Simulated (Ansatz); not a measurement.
Wanted: the native input for an Ansatz 0.2.0 run.

```
Task                : relaxation of cell and atoms
Functional          : RPBE
Dispersion          : D3(BJ)
Potentials or basis : Ansatz PAW
Cutoff              : 420 eV (not typed: the program's choice for these potentials)
k mesh              : 7 × 7 × 7
Occupations         : fermi-dirac, width 0.05 eV
Spin                : no spin polarisation
```

The system is Si3N4.

```
CELL_PARAMETERS angstrom
4.13078 0.00000 0.00000
0.00000 4.13078 0.00000
0.00000 0.00000 4.13078
ATOMIC_POSITIONS crystal
Si 0.00000 0.00000 0.50000
Si 0.50000 0.00000 0.00000
Si 0.00000 0.50000 0.00000
N 0.23952 0.23952 0.76048
N 0.76048 0.76048 0.76048
N 0.23952 0.76048 0.23952
N 0.76048 0.23952 0.23952
```

The cell was built by a generator and needn't be a form met in nature.

The input as run:

input.yaml

```yaml
crystal:
  lattice:
    - [4.13078, 0.0, 0.0]
    - [0.0, 4.13078, 0.0]
    - [0.0, 0.0, 4.13078]
  atoms:
    - { symbol: Si, position: [0.0, 0.0, 0.5] }
    - { symbol: Si, position: [0.5, 0.0, 0.0] }
    - { symbol: Si, position: [0.0, 0.5, 0.0] }
    - { symbol: "N", position: [0.23952, 0.23952, 0.76048] }
    - { symbol: "N", position: [0.76048, 0.76048, 0.76048] }
    - { symbol: "N", position: [0.23952, 0.76048, 0.23952] }
    - { symbol: "N", position: [0.76048, 0.23952, 0.23952] }
hamiltonian:
  xc: rpbe
  pseudopotentials: { kind: paw }
  dispersion: d3bj
kpoints:
  mp_grid: { grid: [7, 7, 7] }
scf:
  occupations: { method: fermi_dirac, width: 0.05 }
output:
  forces: true
  stress: true
  eigenvalues: true
relax:
  f_tol: 0.01
  max_steps: 40
  cell: { stress_tol: 0.05 }
```

Potentials or basis: Ansatz PAW.

The run is started by

```console
$ ansatz run input.yaml --threads 4 --pin off --max-ram 11264MiB --backend cpu --events-out ev --progress --plain --runs-dir out
```

Results of the run:

* Relaxed volume: 9.36 Å³/atom
* Relaxed cell: a = 4.032 Å, b = 4.032 Å, c = 4.032 Å, α = 90.00°, β = 90.00°, γ = 90.00°
* Space group after relaxing (to 0.05 Å): P-43m (No. 215)
* Energy gained by relaxing: 33.9 meV/atom
* Ionic steps: 7
* Pressure after relaxing: 0.0 GPa
* Band gap on the k mesh: 2.74 eV, indirect (least direct gap 2.93 eV)

Caveat: odd divisions of the mesh miss points on the zone boundary, where band edges often lie, so the gap on the mesh can be too wide; the plane-wave basis is chosen anew once the cell has moved, so the energies of steps on either side of that aren't comparable; the pressure holds a Pulay correction of +0.5 GPa for the finite cutoff; the PAW data sets come from PBE, with cores solved anew for the run's functional, which leaves a small shift of forces and pressure.

It took 11 s on 4 threads of AMD EPYC 7R43 64-Core Processor (Zen 3) (shared host), peak memory 0.37 GiB.
